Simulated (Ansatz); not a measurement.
ZrS in Ansatz: the effect of Hubbard term

Crystal: ZrS.

```
Zr S
1.0
     0.00000    2.62500    2.62500
     2.62500    0.00000    2.62500
     2.62500    2.62500    0.00000
Zr S
1 1
Direct
  0.00000 0.00000 0.00000
  0.50000 0.50000 0.50000
```

Alike in all runs:

```yaml
Program: Ansatz 0.2.0
Task: projected density of states
Functional: PBEsol
Potentials_or_basis: Ansatz PAW
Cutoff: "420 eV (not typed: the program's choice for these potentials)"
k_mesh: 9 × 9 × 9
Occupations: fermi-dirac, width 0.05 eV
Spin: no spin polarisation
Hubbard_projectors: ortho-atomic (the default)
Double_counting: fll (the default)
```

| Hubbard term | pressure (GPa) |
| --- | --- |
| none | -6.5 |
| Zr d U = 1 eV | -5.5 |
| Zr d U = 2 eV | ? |
| Zr d U = 3 eV | -3.2 |
| Zr d U = 4 eV | -1.9 |
| Zr d U = 5 eV | -0.6 |
| Zr d U = 6 eV | 0.8 |
| Zr d U = 8 eV | 3.7 |

**Question.** What does the run with Hubbard term Zr d U = 2 eV give?

**Answer.** Pressure -4.4 GPa.

Worked out: A parabola through the other rows of the pressure, of slope 1.15 GPa per eV there, gives -4.4 GPa, against the run's -4.4.

Caveats: the PAW data sets come from PBE, with cores solved anew for the run's functional, which leaves a small shift of forces and pressure; U without spin polarisation on a metal has little footing (some runs).
